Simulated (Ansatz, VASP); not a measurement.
## One calculation of GaAs, two programs

```xyz
2
Lattice="0.0000 2.8729 2.8729 2.8729 0.0000 2.8729 2.8729 2.8729 0.0000" Properties=species:S:1:pos:R:3 pbc="T T T"
Ga    0.0000    0.0000    0.0000
As    4.3094    4.3094    4.3094
```

Alike in both runs: functional PBE; k mesh 12 × 12 × 12; occupations gaussian, width 0.02 eV; no spin polarisation.

Ansatz relaxed the structure, and its values are those at the end. VASP's run is a single point on that final structure, the one shown.

|  | VASP | Ansatz |
| --- | --- | --- |
| version | VASP 6.6.1 | Ansatz 0.2.0 |
| potentials or method | VASP PAW PBE potentials, release 64 (Ga_d, As) | scalar-relativistic, plane waves, PAW |
| plane-wave cutoff (eV) | 520 | 420 |
| valence electrons in the cell | 18 | 28 |

```csv
,VASP,Ansatz,Ansatz less VASP
gap on the k mesh at the Fermi level (eV),0.16,0.16,0.000
least direct gap on the mesh (eV),0.16,0.16,0.000
pressure (GPa),0.2,0.0,-0.16
```

The functional is the same, so the differences come from potentials, cutoffs and numerics. The two sets of potentials don't hold the same shells in valence.
